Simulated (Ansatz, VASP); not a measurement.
# Si7H18C7 (SiC wire along [111], 14 atoms a period, H-terminated): VASP beside Ansatz

One calculation is typed for both programs; each brings its own data sets. How far apart do they land? The cell is taken from a series of runs on this material, whose earlier steps may have relaxed, scaled, displaced or heated it; both programs get it as it stands.

Calculated with Ansatz 0.2.0; plane waves, with VASP 6.6.1 beside it; single point at HSE06.

## 1. Set-up

The cell holds 32 atoms: 7 Si, 7 C and 18 H. Its edges and angles: a = 12.298 Å, b = 12.818 Å, c = 7.738 Å, α = 90.0°, β = 90.0°, γ = 90.0°. Vacuum lies along a and b. The structure's axis is c.

## 2. VASP: single point, HSE06

A single point gives forces, pressure and levels at one fixed geometry, so differences don't come from the geometry; what else differs is listed under the comparison.

Lines of VASP's logs that name or quote its potential files are left out, and so is its time.

The run reads the wave functions of an earlier VASP run, which isn't shown here.

The input, INCAR:

```
SYSTEM = Si7H18C7
PREC = Accurate
ENCUT = 520
EDIFF = 1E-06
NELM = 100
ISMEAR = -1
SIGMA = 0.05
LREAL = Auto
ALGO = Normal
LHFCALC = .TRUE.
AEXX = 0.25
GGA = PE
HFSCREEN = 0.208
LASPH = .TRUE.
NBANDS = 59
PRECFOCK = Fast
LORBIT = 11
LWAVE = .FALSE.
LCHARG = .FALSE.
ISIF = 2
```

The input, POSCAR:

```
Si7H18C7
1.0
   12.2980000000      0.0000000000      0.0000000000
    0.0000000000     12.8180000000      0.0000000000
    0.0000000000      0.0000000000      7.7375585282
Si C H
7 7 18
Direct
    0.3753808550      0.4438564350      0.0053284710
    0.6245888670      0.4438564350      0.0053284710
    0.3743488950      0.5824909080      0.3359742420
    0.4999848610      0.3737076040      0.3359943800
    0.6256208280      0.5824909080      0.3359742420
    0.4999848610      0.5128970530      0.6698705770
    0.4999848610      0.6509430000      0.0053211480
    0.3766138530      0.4445337180      0.2488116290
    0.4999848610      0.6495613500      0.2488018190
    0.6233558690      0.4445337180      0.2488116290
    0.3760792360      0.5815149160      0.5795562990
    0.4999848610      0.3756128850      0.5795720610
    0.6238904860      0.5815149160      0.5795562990
    0.4999848610      0.5128706970      0.9169517800
    0.2744021760      0.6377942820      0.2720514990
    0.4999848610      0.2629726570      0.2721169090
    0.7255675460      0.6377942820      0.2720514990
    0.3027094440      0.4036106880      0.2932621590
    0.4999848610      0.7314376630      0.2932205220
    0.6972602780      0.4036106880      0.2932621590
    0.3013878730      0.5434813460      0.6265640650
    0.3730714700      0.6625954140      0.6265514440
    0.4283004500      0.3325858810      0.6265946060
    0.5716692720      0.3325858810      0.6265946060
    0.6268982520      0.6625954140      0.6265514440
    0.6985818490      0.5434813460      0.6265640650
    0.2743275400      0.4965019460      0.9406167760
    0.3724078130      0.3335500020      0.9406389050
    0.4019019770      0.7085142820      0.9405890310
    0.5980677450      0.7085142820      0.9405890310
    0.6275619090      0.3335500020      0.9406389050
    0.7256421820      0.4965019460      0.9406167760
```

The input, KPOINTS:

```
Automatic mesh
0
Gamma
1 1 4
0 0 0
```

The projector-augmented-wave data sets are Si, C and H (PBE family, release 64).

The run is started by

```bash
> export OMP_NUM_THREADS=3
> mpirun -np 1 vasp_std
```

Numbers of over 12 decimals in the logs are rounded to 6 here.

Output:

```text
[banner, memory and clock lines left out]
running    1 mpi-ranks, on    1 nodes
[...]
Offloading initialized ...    1 GPUs detected
[...]
LDA part: xc-table for (Slater+PW92), standard interpolation
 found WAVECAR, reading the header
 POSCAR, INCAR and KPOINTS ok, starting setup
[...]
reading WAVECAR
 the WAVECAR file was read successfully
 initial charge from wavefunction
 entering main loop
       N       E                     dE             d eps       ncg     rms          rms(c)
DAV:   1    -0.193297489953E+03   -0.19330E+03   -0.23537E+00   444   0.592E+00    0.686E+00
DAV:   2    -0.193315816920E+03   -0.18327E-01   -0.84585E-02   481   0.973E-01    0.511E+00
DAV:   3    -0.193312271769E+03    0.35452E-02   -0.31430E-03   484   0.213E-01    0.306E+00
DAV:   4    -0.193310883644E+03    0.13881E-02   -0.83118E-04   452   0.996E-02    0.178E+00
[...]
DAV:  38    -0.193310424009E+03   -0.12868E-05   -0.35316E-09   300   0.194E-04    0.218E-04
DAV:  39    -0.193310425119E+03   -0.11100E-05   -0.28861E-09   294   0.160E-04    0.199E-04
DAV:  40    -0.193310426076E+03   -0.95691E-06   -0.25469E-09   300   0.144E-04
   1 F= -.19331043E+03 E0= -.19331043E+03  d E =-.251678E-10
```

Parts of OUTCAR (step 2):

```text
  Total       -4.8649032     -4.8597114     -4.8360057      0.0000000      0.0074562      0.0000000
  in kB       -6.3903712     -6.3835513     -6.3524123      0.0000000      0.0097941      0.0000000
  external PRESSURE =      -6.3754449 kB  Pullay stress =       0.0000000 kB

 POSITION                                       TOTAL-FORCE (eV/Angst)
 -----------------------------------------------------------------------------------
      4.61643      5.68935      0.04123         0.022344      0.013470      0.014115
      7.68119      5.68935      0.04123        -0.022344      0.013470      0.014115
      4.60374      7.46637      2.59962         0.045864     -0.026042     -0.000532
      6.14881      4.79018      2.59978         0.000000      0.051908     -0.001620
      7.69388      7.46637      2.59962        -0.045864     -0.026042     -0.000532
      6.14881      6.57431      5.18316         0.000000      0.000735     -0.052104
      6.14881      8.34379      0.04117         0.000000     -0.026168      0.015069
      4.63160      5.69803      1.92519         0.036161      0.013152     -0.008899
      6.14881      8.32608      1.92512         0.000000     -0.041138     -0.001227
      7.66603      5.69803      1.92519        -0.036161      0.013152     -0.008899
      4.62502      7.45386      4.48435         0.032305     -0.018167      0.007557
      6.14881      4.81461      4.48447         0.000000      0.039857      0.005149
      7.67261      7.45386      4.48435        -0.032305     -0.018167      0.007557
      6.14881      6.57398      7.09497         0.000000      0.010937      0.019377
[...]
-----------------------------------------------------------------------------------
    total drift:                                0.000002     -0.001026      0.001446

  FREE ENERGIE OF THE ION-ELECTRON SYSTEM (eV)
  ---------------------------------------------------
  free  energy   TOTEN  =      -193.3104260759 eV

  energy  without entropy=     -193.3104260759  energy(sigma->0) =     -193.31042608

[... 3 further parts left out ...]
[key lines of the parts left out:]
E-fermi :  -3.8931
```

## 3. Ansatz: single point, HSE06

Ansatz runs on its PAW soft_1 files.

The same cell, functional, mesh and smearing now go to Ansatz, which takes its cutoff from its data sets.

The input, input.yaml:

```yaml
crystal:
  lattice:
    - [12.298, 0.0, 0.0]
    - [0.0, 12.818, 0.0]
    - [0.0, 0.0, 7.7375585282]
  atoms:
    - { symbol: Si, position: [0.375380855, 0.443856435, 0.005328471] }
    - { symbol: Si, position: [0.624588867, 0.443856435, 0.005328471] }
    - { symbol: C, position: [0.376613853, 0.444533718, 0.248811629] }
    - { symbol: C, position: [0.499984861, 0.64956135, 0.248801819] }
    - { symbol: C, position: [0.623355869, 0.444533718, 0.248811629] }
    - { symbol: H, position: [0.274402176, 0.637794282, 0.272051499] }
    - { symbol: H, position: [0.499984861, 0.262972657, 0.272116909] }
    - { symbol: H, position: [0.725567546, 0.637794282, 0.272051499] }
    - { symbol: H, position: [0.302709444, 0.403610688, 0.293262159] }
    - { symbol: H, position: [0.499984861, 0.731437663, 0.293220522] }
    - { symbol: H, position: [0.697260278, 0.403610688, 0.293262159] }
    - { symbol: Si, position: [0.374348895, 0.582490908, 0.335974242] }
    - { symbol: Si, position: [0.499984861, 0.373707604, 0.33599438] }
    - { symbol: Si, position: [0.625620828, 0.582490908, 0.335974242] }
    - { symbol: C, position: [0.376079236, 0.581514916, 0.579556299] }
    - { symbol: C, position: [0.499984861, 0.375612885, 0.579572061] }
    - { symbol: C, position: [0.623890486, 0.581514916, 0.579556299] }
    - { symbol: H, position: [0.301387873, 0.543481346, 0.626564065] }
    - { symbol: H, position: [0.37307147, 0.662595414, 0.626551444] }
    - { symbol: H, position: [0.42830045, 0.332585881, 0.626594606] }
    - { symbol: H, position: [0.571669272, 0.332585881, 0.626594606] }
    - { symbol: H, position: [0.626898252, 0.662595414, 0.626551444] }
    - { symbol: H, position: [0.698581849, 0.543481346, 0.626564065] }
    - { symbol: Si, position: [0.499984861, 0.512897053, 0.669870577] }
    - { symbol: C, position: [0.499984861, 0.512870697, 0.91695178] }
    - { symbol: H, position: [0.27432754, 0.496501946, 0.940616776] }
    - { symbol: H, position: [0.372407813, 0.333550002, 0.940638905] }
    - { symbol: H, position: [0.401901977, 0.708514282, 0.940589031] }
    - { symbol: H, position: [0.598067745, 0.708514282, 0.940589031] }
    - { symbol: H, position: [0.627561909, 0.333550002, 0.940638905] }
    - { symbol: H, position: [0.725642182, 0.496501946, 0.940616776] }
    - { symbol: Si, position: [0.499984861, 0.650943, 0.005321148] }
kpoints:
  mp_grid: { grid: [1, 1, 4] }
scf:
  occupations: { method: fermi_dirac, width: 0.05 }
hamiltonian:
  xc: hse06
  pseudopotentials: { kind: paw, azcp: { folder: soft_1 } }
```

The run is started by

```bash
> ansatz run input.yaml --threads 4 --pin off --max-ram 16384MiB --backend cpu --events-out ev --progress --plain --runs-dir out
```

Output:

```text
Engine: ansatz 0.2.0, aarch64-unknown-linux-gnu
Pseudopotentials: kind: paw
Pseudopotential: Si, paw, valence charge 4, recommended cutoff 420 eV (normal), soft_1/Si.paw.azcp
Pseudopotential: C, paw, valence charge 4, recommended cutoff 420 eV (normal), soft_1/C.paw.azcp
Pseudopotential: H, paw, valence charge 1, recommended cutoff 420 eV (normal), soft_1/H.paw.azcp
Functional definition: HSE06
  parameter a = 0.25
  parameter omega = 0.11/bohr
  exchange = pbe_x - a*pbe_x_sr(omega) + a*exact_x_sr(omega)
  correlation = pbe_c
Crystal: 32 atoms, lattice volume = 1219.716 Å³
Basis set: ecut = 420 eV, 23815 PW (Γ)
Bands: 69, of which v1, the nominal top of the filled ones, is band 37 counted from 1 (36 counted from 0)
Symmetry: 2 space group operations
Space group: Pm (ITA 6), of the structure as read, at distance tolerance 1.1e-4 Å
k-points: 3 of 4 (time reversal used)
Non-local potential: Si, projectors of the file, l = 0: 2, l = 1: 2, l = 2: 1
Non-local potential: C, projectors of the file, l = 0: 2, l = 1: 2, l = 2: 1
Non-local potential: H, projectors of the file, l = 0: 2, l = 1: 1
PAW form: soft (Blöchl's): semilocal exchange-correlation on the pseudo side does not see the compensation charge
PAW frozen core: Si, regenerated for the run's functional, and the local potential with it (the file was generated under x = pbe(κ = 0.804, μ = 0.219515), c = pbe(β = 0.066725))
PAW frozen core: C, regenerated for the run's functional, and the local potential with it (the file was generated under x = pbe(κ = 0.804, μ = 0.219515), c = pbe(β = 0.066725))
PAW one-centre angular grid: Si, 110 points (default); XC on 64 Gauss nodes
PAW one-centre angular grid: C, 110 points (default); XC on 64 Gauss nodes
PAW one-centre angular grid: H, 110 points (default); XC on 64 Gauss nodes
Initial density: superposition of atomic densities (neutral atoms: chi_scale 0, normalization atom)
Initial wavefunctions: pseudopotential atomic-orbital guess
Functional: x = pbe(κ = 0.804, μ = 0.219515), c = pbe(β = 0.066725), warm-up for x = pbe(κ = 0.804, μ = 0.219515) + 0.25 (exact − pbe) at short range (hse, ω = 0.207870 Å⁻¹), c = pbe(β = 0.066725); HSE06 as pw.x's `hse` composes it (authors' and Libxc's form: `xc: wpbeh`)
iter 1 solved again at ethr=8.26e-2 eV; its pass at ethr=1.00e-1 eV (dr2=6.12e1 eV) is discarded
SCF iter   1: F=—  HF=-6516.527944 eV  |F-HF|=—  |Δ(HF+E_count)|=         —  Δρ=6.31e-2  dr2=6.12e1  ethr=8.26e-2  ⟨swp⟩=2.0  Hψ=1210  notcnv=0
preconditioner: auto → none  [insulator: Δε(μ)=6.510 eV  Ē_g=13.484 eV  σ=0.050 eV  W_gap=1.00  n_scr=100 (ndim 8)  ℏωp=9.1 eV  f_vac=0.615  D(μ)=0.00/eV (n_scr^D=0)]
SCF iter   2: F=—  HF=-6499.410583 eV  |F-HF|=—  |Δ(HF+E_count)|=    1.71e1  Δρ=2.87e-2  dr2=8.88e0  ethr=8.26e-2  ⟨swp⟩=6.3  Hψ=690  notcnv=0
SCF iter   3: F=—  HF=-6497.174096 eV  |F-HF|=—  |Δ(HF+E_count)|=    2.24e0  Δρ=1.07e-2  dr2=1.27e0  ethr=1.20e-2  ⟨swp⟩=6.3  Hψ=605  notcnv=0
SCF iter   4: F=—  HF=-6496.957824 eV  |F-HF|=—  |Δ(HF+E_count)|=   2.16e-1  Δρ=3.97e-3  dr2=3.54e-1  ethr=1.72e-3  ⟨swp⟩=7.3  Hψ=713  notcnv=0
iter 5 solved again at ethr=1.37e-5 eV; its pass at ethr=4.78e-4 eV (dr2=1.01e-2 eV) is discarded
SCF iter   5: F=—  HF=-6496.863641 eV  |F-HF|=—  |Δ(HF+E_count)|=   9.42e-2  Δρ=8.02e-4  dr2=9.73e-3  ethr=1.37e-5  ⟨swp⟩=5.7  Hψ=966  notcnv=0  defer=1
SCF iter   6: F=—  HF=-6496.863151 eV  |F-HF|=—  |Δ(HF+E_count)|=   4.90e-4  Δρ=3.85e-4  dr2=2.52e-3  ethr=1.31e-5  ⟨swp⟩=5.3  Hψ=434  notcnv=0  defer=5
SCF iter   7: F=-6496.862754 eV  HF=-6496.862763 eV  |F-HF|=8.89e-6  |Δ(HF+E_count)|=   3.88e-4  Δρ=1.39e-4  dr2=1.45e-4  ethr=3.41e-6  ⟨swp⟩=5.3  Hψ=410  notcnv=0  defer=1
SCF 1 stopped early in 7 iterations: F = -6496.862754 eV  dr2 = 1.45e-4
  greatest PAW one-centre occupation: 0.650 electrons in one spin orbital (limit 2), on the C atom at site 15 (counted from 0), in its partial waves of l = 0
Initial density: handed on by an earlier stage of this run
Initial wavefunctions: those handed on with the density
Functional: x = pbe(κ = 0.804, μ = 0.219515) + 0.25 (exact − pbe) at short range (hse, ω = 0.207870 Å⁻¹), c = pbe(β = 0.066725); HSE06 as pw.x's `hse` composes it (authors' and Libxc's form: `xc: wpbeh`)
Exchange kernel: α = 0.2500, screened, ω = 0.2079 Å⁻¹, Wigner–Seitz truncation, v(0) = 1009.8141 eV·Å³, q-mesh 1×1×4, nearest image of the exchange supercell L = 12.30 Å, pair-density grid 81×90×54, without the augmentation charges, whose exchange is taken in its separable form by FFT convolution over the k-point mesh (the finest that the files' search goes to)
Frozen-core exchange: fock
SCF iter   1: F=—  HF=-6501.687783 eV  |F-HF|=—  |Δ(HF+E_count)|=         —  Δρ=2.15e-3  dr2=3.26e-2  ethr=1.96e-6  ⟨swp⟩=18.0  Hψ=1493  notcnv=1
preconditioner: auto → none  [insulator: Δε(μ)=5.881 eV  Ē_g=12.994 eV  σ=0.050 eV  W_gap=1.00  n_scr=100 (ndim 8)  ℏωp=9.1 eV  f_vac=0.675  D(μ)=0.00/eV (n_scr^D=0)]
SCF iter   2: F=—  HF=-6501.675782 eV  |F-HF|=—  |Δ(HF+E_count)|=   1.20e-2  Δρ=6.54e-4  dr2=4.26e-3  ethr=1.96e-6  ⟨swp⟩=4.0  Hψ=499  notcnv=0
SCF iter   3: F=—  HF=-6501.693014 eV  |F-HF|=—  |Δ(HF+E_count)|=   1.72e-2  Δρ=2.49e-4  dr2=8.13e-4  ethr=1.96e-6  ⟨swp⟩=6.0  Hψ=512  notcnv=0
SCF iter   4: F=—  HF=-6501.692779 eV  |F-HF|=—  |Δ(HF+E_count)|=   2.35e-4  Δρ=9.01e-5  dr2=1.71e-4  ethr=1.05e-6  ⟨swp⟩=3.7  Hψ=414  notcnv=0
SCF iter   5: F=—  HF=-6501.692738 eV  |F-HF|=—  |Δ(HF+E_count)|=   4.04e-5  Δρ=2.72e-5  dr2=3.51e-5  ethr=1.81e-7  ⟨swp⟩=4.0  Hψ=382  notcnv=0
SCF iter   6: F=—  HF=-6501.692979 eV  |F-HF|=—  |Δ(HF+E_count)|=   2.40e-4  Δρ=4.04e-5  dr2=2.22e-5  ethr=8.81e-9  ⟨swp⟩=6.7  Hψ=817  notcnv=0  defer=3
SCF iter   7: F=-6501.692971 eV  HF=-6501.692971 eV  |F-HF|=6.23e-7  |Δ(HF+E_count)|=   7.21e-6  Δρ=1.04e-5  dr2=1.57e-6  ethr=8.81e-9  ⟨swp⟩=4.3  Hψ=464  notcnv=0
SCF 2 stopped early in 7 iterations: F = -6501.692971 eV  dr2 = 1.57e-6
  greatest PAW one-centre occupation: 0.651 electrons in one spin orbital (limit 2), on the C atom at site 15 (counted from 0), in its partial waves of l = 0
hybrid outer 1: dexx = +2.017e-2 eV, tail = 8.19e-6 eV
Exchange kernel: α = 0.2500, screened, ω = 0.2079 Å⁻¹, Wigner–Seitz truncation, v(0) = 1009.8141 eV·Å³, q-mesh 1×1×4, nearest image of the exchange supercell L = 12.30 Å, pair-density grid 81×90×54, without the augmentation charges, whose exchange is taken in its separable form by FFT convolution over the k-point mesh (the finest that the files' search goes to)
Frozen-core exchange: fock
SCF iter   1: F=—  HF=-6501.692832 eV  |F-HF|=—  |Δ(HF+E_count)|=         —  Δρ=8.14e-6  dr2=7.52e-7  ethr=5.54e-8  ⟨swp⟩=13.7  Hψ=771  notcnv=0
preconditioner: auto → none  [insulator: Δε(μ)=5.896 eV  Ē_g=12.996 eV  σ=0.050 eV  W_gap=1.00  n_scr=100 (ndim 8)  ℏωp=9.1 eV  f_vac=0.677  D(μ)=0.00/eV (n_scr^D=0)]
iter 2 solved again at ethr=6.29e-11 eV; its pass at ethr=9.35e-10 eV (dr2=4.66e-8 eV) is discarded
SCF iter   2: F=-6501.692832 eV  HF=-6501.692832 eV  |F-HF|=1.97e-8  |Δ(HF+E_count)|=   2.13e-7  Δρ=2.57e-6  dr2=5.90e-8  ethr=6.29e-11  ⟨swp⟩=3.0  Hψ=722  notcnv=0
SCF 3 converged in 2 iterations: F = -6501.692832 eV  dr2 = 5.90e-8
hybrid outer 2: dexx = +1.319e-7 eV, tail = 1.24e-7 eV, Δε = 5.15e-4 eV (about 8.20e-5 eV left of the loop's levels)
hybrid SCF converged: 2 outer / 9 inner (+7 warm-up), last move |dexx| = 1.32e-7 eV, tail = 1.24e-7 eV
Stability not checked: this state was not tested for a lower state beside it, because the functional holds exact exchange (a hybrid, or Hartree-Fock), whose exchange loop this test does not read (fock_operator; see scf.lower_state_search)
Free energy (F): -6501.692832 eV
Frozen-core exchange: fock
Harris-Foulkes:  -6501.692832 eV  (|F-HF|=1.97e-8)
Internal energy: -6501.692832 eV  (E = F + TS)
E sigma→0 (E₀):  -6501.692832 eV
Fermi energy:    -1.954951 eV
--- Per-component energies (eV) ---
  E_band       = -729.122983
  E_kinetic    = 1160.742306
  E_local      = -11301.508181  (includes V_loc(G=0)·N_el)
  E_nonlocal   = 322.139855
  E_hartree    = 5106.698541
  E_xc         = -724.010567
  E_vxc        = -770.831587  (∫ρ·V_xc dr)
  E_exx        = -138.184168  (= α·E_x^exact, valence–valence)
  E_paw        = -4325.769090  (= ΣΔE_a)
  E_vpaw       = -76.686664  (= ΣTr[D̂ρ^β])
  E_aug_tail   = -0.017874  (compensation charges beyond the density's cutoff)
  E_ewald      = 3398.750688
  E_core_change = -0.534342  (= ΣΔE_core)
  E_smearing   = -0.000000  (= −TS)
  E_closure    = -0.000000  (closes the sum)
  Σ components = -6501.692832   (vs F -6501.692832, Δ=9.09e-13)
--- Band table (eV) ---
  k-point 0: bands = [... 33 lower, -5.8447, -5.4149, -5.4130, -4.8895, 1.0071]
  k-point 1: bands = [... 33 lower, -5.7290, -5.4062, -5.4043, -5.1118, 1.0874]
  k-point 2: bands = [... 33 lower, -5.6723, -5.6417, -5.3912, -5.3890, 1.1549]
  guard bands above this table: 31 of the run's 69 bands. The solve was not asked for them (output.publish_guard_bands: true or output.eigenvalues: true publishes all)
```

Reading the cycles: dr2 is the Hartree energy of the density residual (eV), the measure of convergence; HF is the Harris–Foulkes estimate of the energy, which meets the free energy F at convergence.

## 4. Differences

Known differences besides the potentials themselves: exact exchange at q = 0 is treated differently, which shows on coarse meshes; VASP keeps PBE cores, Ansatz makes them for the functional; the cutoff is 420 eV in Ansatz and 520 eV in VASP (PREC = Accurate, projectors in real space); VASP takes a coarser grid for exact exchange (PRECFOCK = Fast). Total energies have different zeros and are not compared.

The two programs side by side:

| quantity | Ansatz | VASP | difference |
| --- | --- | --- | --- |
| gap on the k mesh (eV) | 5.897 | 5.896 | 0.000 |

A gap on the mesh is an upper bound, since the band edges may lie between its points.

## 5. What came out

```json
{
 "difference in gap on the k mesh (single point, HSE06)": "4.4e-4 eV"
}
```

What this shows: The difference in gap on the k mesh is 4.4e-4 eV (single point, HSE06), within the 0.08 eV picked in this series as the mark of a large difference. How closely two codes agree says nothing of how well the functional describes the real material.

[Lines on the potential files, build, host, timing and source positions are cut from VASP's logs without a mark.]

[Logs are printed without paths, hosts, clocks, repeated set-up lines and the standing remarks that a program may print on its own settings, such as how far it seeks lower states.]

[Hosts, paths, dates, database ids (printed as entryN), source tags and the programs' standing remarks are cut or masked in the printed files.]
